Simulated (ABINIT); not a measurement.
The system is TiSi2.

```
Ti Si
1.0
    -1.47287    1.71213    4.21208
     1.47287   -1.71213    4.21208
     1.47287    1.71213   -4.21208
Ti Si
1 2
Direct
  0.00000 0.00000 0.00000
  0.67008 0.67008 0.00000
  0.32992 0.32992 0.00000
```

The cell comes from a database or a generator and needn't be the stable form of this composition.

* Program: ABINIT 10.8.3 (patched build)
* Task: single point
* Functional: PBE
* Potentials or basis: JTH PAW PBE v2.0
* Cutoff: 408 eV
* k mesh: 12 × 12 × 12
* Occupations: fermi-dirac, width 0.05 eV
* Spin: no spin polarisation

On this cell: pressure 0.4 GPa; largest force 0.011 eV/Å; band gap on the k mesh none (metal or under the smearing width).

The same run follows on a disturbed copy (atoms moved at random, drawn with an rms of 0.05 Å):

```
Ti Si
1.0
    -1.47287    1.71213    4.21208
     1.47287   -1.71213    4.21208
     1.47287    1.71213   -4.21208
Ti Si
1 2
Direct
  0.99363 0.00244 0.00629
  0.68330 0.66758 0.01412
  0.33705 0.31549 0.99488
```

Question: What does the disturbed cell give?

Answer: The energy (extrapolated to zero smearing) moves by +6.9 meV/atom; pressure 0.7 GPa; largest force 0.539 eV/Å; band gap on the k mesh none (metal or under the smearing width).

Forces on the atoms (eV/Å):
```
Ti  -0.268  0.380  0.272
Si   0.043 -0.266 -0.106
Si   0.225 -0.114 -0.166
```

Stress tensor (GPa, compression positive):
```
 1.32 -0.09 -0.21
-0.09  0.62  0.07
-0.21  0.07  0.23
```
